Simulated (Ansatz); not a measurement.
Input of an Ansatz 0.2.0 run:

Contents of input.yaml:

```yaml
crystal:
  lattice:
    - [3.42205097, 0.0, 0.0]
    - [0.0, 3.42205097, 0.0]
    - [0.0, 0.0, 4.26046148]
  atoms:
    - { symbol: Cu, position: [0.0, 0.5, 0.0] }
    - { symbol: Cu, position: [0.5, 0.0, 0.5] }
    - { symbol: O, position: [0.0, 0.0, 0.25] }
    - { symbol: O, position: [0.0, 0.0, 0.75] }
hamiltonian:
  xc: pbe
  pseudopotentials: { kind: paw }
kpoints:
  mp_grid: { grid: [8, 8, 6] }
  band_path:
    path:
      - [[0.0, 0.0, 0.0], [0.0, 0.5, 0.0], [0.5, 0.5, 0.0], [0.0, 0.0, 0.0], [0.0, 0.0, 0.5], [0.0, 0.5, 0.5], [0.5, 0.5, 0.5], [0.0, 0.0, 0.5]]
      - [[0.0, 0.5, 0.0], [0.0, 0.5, 0.5]]
      - [[0.5, 0.5, 0.0], [0.5, 0.5, 0.5]]
    npoints: 14
scf:
  occupations: { method: fermi_dirac, width: 0.05 }
  n_extra_bands: 10
output:
  forces: true
  stress: true
  eigenvalues: true
  fatbands: true
```

Potentials or basis: Ansatz PAW.

The run is started by

```console
$ ansatz run input.yaml --threads 2 --pin off --max-ram 5632MiB --backend cpu --events-out ev --progress --plain --runs-dir out
```

Question: Estimate the pressure.

Answer: -2.8 GPa.

Question: Estimate the band gap on the k mesh.

Answer: None (metal or under the smearing width).

Stress tensor (GPa, compression positive):
```
-14.85   0.00   0.00
  0.00 -14.85   0.00
  0.00   0.00  21.38
```

Caveat: the pressure holds a Pulay correction of +0.6 GPa for the finite cutoff; the run has no spin polarisation, though such a crystal can be magnetic; semilocal functionals often make such compounds metallic where correlation or magnetic order opens a gap, which also shifts bond lengths. With open d or f shells a metallic result of PBE can be an artefact of self-interaction; +U or a hybrid may open a gap.
